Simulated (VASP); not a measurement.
Write the native input for VASP 6.6.1 that does the following.

```yaml
Task: density of states
Functional: PBEsol
Dispersion: rVV10
Potentials_or_basis: VASP PAW PBE potentials, release 64 (Se, Mg)
Cutoff: 500 eV
k_mesh: 5 × 5 × 5
Occupations: fermi-dirac, width 0.02 eV
Spin: no spin polarisation
k_mesh_for_the_DOS: 8 × 8 × 8
Occupations_for_the_DOS: tetrahedron
Further_INCAR_settings: ALGO = Normal; EDIFF = 1e-06; NBANDS = 26
```

The structure of MgSe lies in POSCAR:

```
Se Mg
 1.0000000000000000
     5.4509999999999996    0.0000000000000000    0.0000000000000000
     0.0000000000000000    5.4509999999999996    0.0000000000000000
     0.0000000000000000    0.0000000000000000    5.4509999999999996
 Se  Mg 
   4   4
Cartesian
  2.7254999999999998  0.0000000000000000  0.0000000000000000
  0.0000000000000000  2.7254999999999998  0.0000000000000000
  0.0000000000000000  0.0000000000000000  2.7254999999999998
  2.7254999999999998  2.7254999999999998  2.7254999999999998
  0.0000000000000000  0.0000000000000000  0.0000000000000000
  0.0000000000000000  2.7254999999999998  2.7254999999999998
  2.7254999999999998  0.0000000000000000  2.7254999999999998
  2.7254999999999998  2.7254999999999998  0.0000000000000000
```

The input as run:

MgSe.cif

```cif
data_MgSe
_cell_length_a 5.45100000
_cell_length_b 5.45100000
_cell_length_c 5.45100000
_cell_angle_alpha 90.00000000
_cell_angle_beta 90.00000000
_cell_angle_gamma 90.00000000
_space_group_name_H-M_alt 'Fm-3m'
_space_group_name_Hall '-F 4 2 3'
_space_group_IT_number 225
loop_
_space_group_symop_operation_xyz
'x,y,z'
'-x,-y,-z'
'-y,x,z'
'y,-x,-z'
'-x,-y,z'
'x,y,-z'
'y,-x,z'
'-y,x,-z'
'x,-y,-z'
'-x,y,z'
'-y,-x,-z'
'y,x,z'
'-x,y,-z'
'x,-y,z'
'y,x,-z'
'-y,-x,z'
'z,x,y'
'-z,-x,-y'
'z,-y,x'
'-z,y,-x'
'z,-x,-y'
'-z,x,y'
'z,y,-x'
'-z,-y,x'
'-z,x,-y'
'z,-x,y'
'-z,-y,-x'
'z,y,x'
'-z,-x,y'
'z,x,-y'
'-z,y,x'
'z,-y,-x'
'y,z,x'
'-y,-z,-x'
'x,z,-y'
'-x,-z,y'
'-y,z,-x'
'y,-z,x'
'-x,z,y'
'x,-z,-y'
'-y,-z,x'
'y,z,-x'
'-x,-z,-y'
'x,z,y'
'y,-z,-x'
'-y,z,x'
'x,-z,y'
'-x,z,-y'
'x,y+1/2,z+1/2'
'-x,-y+1/2,-z+1/2'
'-y,x+1/2,z+1/2'
'y,-x+1/2,-z+1/2'
'-x,-y+1/2,z+1/2'
'x,y+1/2,-z+1/2'
'y,-x+1/2,z+1/2'
'-y,x+1/2,-z+1/2'
'x,-y+1/2,-z+1/2'
'-x,y+1/2,z+1/2'
'-y,-x+1/2,-z+1/2'
[... 41 lines left out ...]
'-x+1/2,-y,z+1/2'
'x+1/2,y,-z+1/2'
'y+1/2,-x,z+1/2'
'-y+1/2,x,-z+1/2'
'x+1/2,-y,-z+1/2'
'-x+1/2,y,z+1/2'
'-y+1/2,-x,-z+1/2'
'y+1/2,x,z+1/2'
'-x+1/2,y,-z+1/2'
'x+1/2,-y,z+1/2'
'y+1/2,x,-z+1/2'
'-y+1/2,-x,z+1/2'
'z+1/2,x,y+1/2'
'-z+1/2,-x,-y+1/2'
'z+1/2,-y,x+1/2'
'-z+1/2,y,-x+1/2'
'z+1/2,-x,-y+1/2'
'-z+1/2,x,y+1/2'
'z+1/2,y,-x+1/2'
'-z+1/2,-y,x+1/2'
'-z+1/2,x,-y+1/2'
'z+1/2,-x,y+1/2'
'-z+1/2,-y,-x+1/2'
'z+1/2,y,x+1/2'
'-z+1/2,-x,y+1/2'
'z+1/2,x,-y+1/2'
'-z+1/2,y,x+1/2'
'z+1/2,-y,-x+1/2'
'y+1/2,z,x+1/2'
'-y+1/2,-z,-x+1/2'
'x+1/2,z,-y+1/2'
'-x+1/2,-z,y+1/2'
'-y+1/2,z,-x+1/2'
'y+1/2,-z,x+1/2'
'-x+1/2,z,y+1/2'
'x+1/2,-z,-y+1/2'
'-y+1/2,-z,x+1/2'
'y+1/2,z,-x+1/2'
'-x+1/2,-z,-y+1/2'
'x+1/2,z,y+1/2'
'y+1/2,-z,-x+1/2'
'-y+1/2,z,x+1/2'
'x+1/2,-z,y+1/2'
'-x+1/2,z,-y+1/2'
'x+1/2,y+1/2,z'
'-x+1/2,-y+1/2,-z'
'-y+1/2,x+1/2,z'
'y+1/2,-x+1/2,-z'
'-x+1/2,-y+1/2,z'
'x+1/2,y+1/2,-z'
'y+1/2,-x+1/2,z'
'-y+1/2,x+1/2,-z'
'x+1/2,-y+1/2,-z'
'-x+1/2,y+1/2,z'
'-y+1/2,-x+1/2,-z'
'y+1/2,x+1/2,z'
'-x+1/2,y+1/2,-z'
'x+1/2,-y+1/2,z'
'y+1/2,x+1/2,-z'
'-y+1/2,-x+1/2,z'
'z+1/2,x+1/2,y'
'-z+1/2,-x+1/2,-y'
'z+1/2,-y+1/2,x'
'-z+1/2,y+1/2,-x'
'z+1/2,-x+1/2,-y'
'-z+1/2,x+1/2,y'
'z+1/2,y+1/2,-x'
'-z+1/2,-y+1/2,x'
'-z+1/2,x+1/2,-y'
'z+1/2,-x+1/2,y'
'-z+1/2,-y+1/2,-x'
'z+1/2,y+1/2,x'
'-z+1/2,-x+1/2,y'
'z+1/2,x+1/2,-y'
'-z+1/2,y+1/2,x'
'z+1/2,-y+1/2,-x'
'y+1/2,z+1/2,x'
'-y+1/2,-z+1/2,-x'
'x+1/2,z+1/2,-y'
'-x+1/2,-z+1/2,y'
'-y+1/2,z+1/2,-x'
'y+1/2,-z+1/2,x'
'-x+1/2,z+1/2,y'
'x+1/2,-z+1/2,-y'
'-y+1/2,-z+1/2,x'
'y+1/2,z+1/2,-x'
'-x+1/2,-z+1/2,-y'
'x+1/2,z+1/2,y'
'y+1/2,-z+1/2,-x'
'-y+1/2,z+1/2,x'
'x+1/2,-z+1/2,y'
'-x+1/2,z+1/2,-y'
loop_
_atom_site_label
_atom_site_type_symbol
_atom_site_symmetry_multiplicity
_atom_site_Wyckoff_symbol
_atom_site_fract_x
_atom_site_fract_y
_atom_site_fract_z
_atom_site_occupancy
Se1 Se 4 b 0.5000000000 0.0000000000 0.0000000000 1
Mg1 Mg 4 a 0.0000000000 0.0000000000 0.0000000000 1
```

INCAR.step1

```
SYSTEM = MgSe
PREC = Accurate
ENCUT = 500
EDIFF = 1E-6
ISMEAR = -1
SIGMA = 0.02
LREAL = .False.
LASPH = .True.
NELM = 60
ALGO = Normal
ISIF = 2
LWAVE = .False.
LCHARG = .True.
GGA = PS
LUSE_VDW = .True.
IVDW_NL = 2
BPARAM = 20.0
CPARAM = 0.0093
NBANDS = 26
```

KPOINTS.step1

```
regular mesh
0
Gamma
  5 5 5
  0 0 0
```

INCAR.step2

```
SYSTEM = MgSe
PREC = Accurate
ENCUT = 500
EDIFF = 1E-6
ISMEAR = -5
SIGMA = 0.02
LREAL = .False.
LASPH = .True.
NELM = 60
ALGO = Normal
ISIF = 2
LWAVE = .False.
LCHARG = .False.
GGA = PS
LUSE_VDW = .True.
IVDW_NL = 2
BPARAM = 20.0
CPARAM = 0.0093
LORBIT = 11
NBANDS = 26
NEDOS = 1001
ICHARG = 11
```

KPOINTS.step2

```
regular mesh
0
Gamma
  8 8 8
  0 0 0
```

Potentials or basis: VASP PAW PBE potentials, release 64 (Se, Mg).

Launch:

```sh
$ ase convert -i cif -o vasp MgSe.cif POSCAR
$ cat potpaw_PBE.64/Se/POTCAR potpaw_PBE.64/Mg/POTCAR > POTCAR
$ cp INCAR.step1 INCAR
$ cp KPOINTS.step1 KPOINTS
$ mpirun -np 1 vasp_std > vasp.out
$ cp INCAR.step2 INCAR
$ cp KPOINTS.step2 KPOINTS
$ mpirun -np 1 vasp_std > vasp.out
```

Results of the run:

```yaml
Valence_electrons_inside_the_program's_atomic_spheres: Se 3.94; Mg 0.30
```

Wall time 4.9 min on 1 thread of AMD EPYC 7571, with other jobs on the host, peak memory 0.48 GiB.
